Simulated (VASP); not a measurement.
# Al₂O₃: molecular dynamics with a thermostat

Al₂O₃, Pnnm (no. 58), 10 atoms in the cell. PBE, molecular dynamics; PAW potentials Al, O (PBE set).

Ensemble: Nose-Hoover; Target temperature (K): 1600.

## Input

INCAR:
```
GGA = PE
PREC = Normal
ENCUT = 400
EDIFF = 1E-6
NELMIN = 4
NELM = 60
ALGO = Normal
LREAL = Auto
LASPH = T
ISMEAR = 0
SIGMA = 0.05
ISYM = 0
LWAVE = F
LCHARG = F
IBRION = 0
NSW = 60
POTIM = 1.0
TEBEG = 1600
ISIF = 2
RANDOM_SEED = 691436 0 0
MDALGO = 2
SMASS = 0
KPAR = 2
```

KPOINTS:
```
k-points
0
Gamma
  2 1 3
```

POSCAR:
```
Al2O3
1.0
    4.6137770000      0.0000000000      0.0000000000
    0.0000000000      9.5632790000      0.0000000000
    0.0000000000      0.0000000000      3.1198620000
Al O
4 6
Direct
    0.9829750000      0.8245730000      0.0000000000
    0.0170250000      0.1754270000      0.0000000000
    0.4829750000      0.6754270000      0.5000000000
    0.5170250000      0.3245730000      0.5000000000
    0.5000000000      0.5000000000      0.5000000000
    0.1236350000      0.7530500000      0.5000000000
    0.3763650000      0.2530500000      0.0000000000
    0.6236350000      0.7469500000      0.0000000000
    0.0000000000      0.0000000000      0.0000000000
    0.8763650000      0.2469500000      0.5000000000
```

Commands:
```
cat potpaw_PBE.64/Al/POTCAR potpaw_PBE.64/O/POTCAR > POTCAR
mpirun -np 2 vasp_std > vasp.out
```

## Result

- Mean temperature (K): 1495
- Standard error of the mean temperature (K): 130
- Relative fluctuation of the kinetic energy: 0.274
- Canonical value of that fluctuation: 0.272
- Rise of the mean potential energy above the start (meV/atom): 208.2
- Electronic steps per ionic step after the first: 4.9

Course of the run:

| Time (fs) | Temperature (K) | Potential energy less the first (meV/atom) |
|---|---|---|
| 1 | 1600 | 0.0 |
| 6 | 1270 | 40.3 |
| 10 | 944 | 89.8 |
| 15 | 1159 | 102.8 |
| 19 | 1779 | 95.7 |
| 24 | 2212 | 142.8 |
| 28 | 1995 | 211.0 |
| 33 | 1807 | 250.5 |
| 37 | 1749 | 257.5 |
| 42 | 1458 | 283.6 |
| 46 | 1140 | 320.6 |
| 51 | 911 | 366.0 |
| 55 | 1111 | 378.4 |
| 60 | 2140 | 353.6 |

REPORT:
```
MDALGO =   2
               SCALING =       0
                 CNEXP =     9.000   14.000
           RANDOM_SEED =            691436                0                0

   original number of atomic DOF:         27
   number of independent constraints:      0
   number of active DOF:                  27

========================================
         MD step No.       1
========================================

  Atomic velocities initialized by STEP_tb

  >Energies
                    E_tot             E_pot             E_kin               EPS                ES
   e_b>   -0.72066182E+02   -0.73928083E+02    0.18619008E+01    0.00000000E+00    0.00000000E+00

  >Temperature
               T_sim     T_inst
   tmprt>   1600.000   1600.469

  >Thermostat:
           s(n+1) sdot(n+1)      s(n)   sdot(n)        Qs
   s_b>   0.00000   0.00001   0.00000   0.00000   0.13677

           RANDOM_SEED =            691436               60                0

[... steps left out ...]

========================================
         MD step No.      60
========================================

  >Energies
                    E_tot             E_pot             E_kin               EPS                ES
   e_b>   -0.72065813E+02   -0.70392252E+02    0.24890787E+01    0.37788415E+00   -0.45405231E+01

  >Temperature
               T_sim     T_inst
   tmprt>   1600.000   2139.584

  >Thermostat:
           s(n+1) sdot(n+1)      s(n)   sdot(n)        Qs
   s_b>  -1.26710  -0.04478  -1.21968  -0.05005   0.13677

           RANDOM_SEED =            691436               60                0
```

OSZICAR:
```
N       E                     dE             d eps       ncg     rms          rms(c)
DAV:   1     0.261156602989E+03    0.26116E+03   -0.20261E+04   240   0.116E+03
DAV:   2    -0.645648782092E+02   -0.32572E+03   -0.31936E+03   324   0.288E+02
DAV:   3    -0.853945746345E+02   -0.20830E+02   -0.20728E+02   288   0.840E+01
DAV:   4    -0.856539341692E+02   -0.25936E+00   -0.25913E+00   288   0.102E+01
DAV:   5    -0.856590633561E+02   -0.51292E-02   -0.51288E-02   282   0.139E+00    0.200E+01
DAV:   6    -0.740052639199E+02    0.11654E+02   -0.52967E+01   270   0.385E+01    0.724E+00
DAV:   7    -0.739463345757E+02    0.58929E-01   -0.91470E-01   252   0.579E+00    0.393E+00
DAV:   8    -0.739096656886E+02    0.36669E-01   -0.10574E-01   270   0.263E+00    0.109E+00
DAV:   9    -0.739224818144E+02   -0.12816E-01   -0.31857E-02   278   0.141E+00    0.269E-01
DAV:  10    -0.739265563160E+02   -0.40745E-02   -0.50977E-03   264   0.399E-01    0.180E-01
DAV:  11    -0.739281470676E+02   -0.15908E-02   -0.30743E-03   256   0.365E-01    0.837E-02
DAV:  12    -0.739280678342E+02    0.79233E-04   -0.10867E-03   296   0.186E-01    0.232E-02
[... left out ...]
     59 T=  1872. E= -.72064984E+02 F= -.70320955E+02 E0= -.70320955E+02  EK= 0.21776E+01 SP= -.43E+01 SK= 0.43E+00
[... last step whole ...]
       N       E                     dE             d eps       ncg     rms          rms(c)
DAV:   1    -0.703921008252E+02   -0.71146E-01   -0.41407E-04   328   0.317E+00    0.189E-02
DAV:   2    -0.703922584740E+02   -0.15765E-03   -0.16343E-03   240   0.278E-01    0.186E-02
DAV:   3    -0.703922548781E+02    0.35959E-05   -0.16858E-05   296   0.252E-02    0.134E-02
DAV:   4    -0.703922524688E+02    0.24092E-05   -0.48843E-06   262   0.159E-02    0.810E-03
DAV:   5    -0.703922522244E+02    0.24442E-06   -0.61431E-07   180   0.543E-03
     60 T=  2140. E= -.72065813E+02 F= -.70392252E+02 E0= -.70392252E+02  EK= 0.24891E+01 SP= -.45E+01 SK= 0.38E+00
```

Limits: 60 fs of 10 atoms are too short for converged averages; the cell is only 3.1 Å across, so each atom moves in step with near copies of itself.

VASP 6.6.1 took 145 s on 2 cores (AMD EPYC 7R13 (Zen 3)), a shared host.
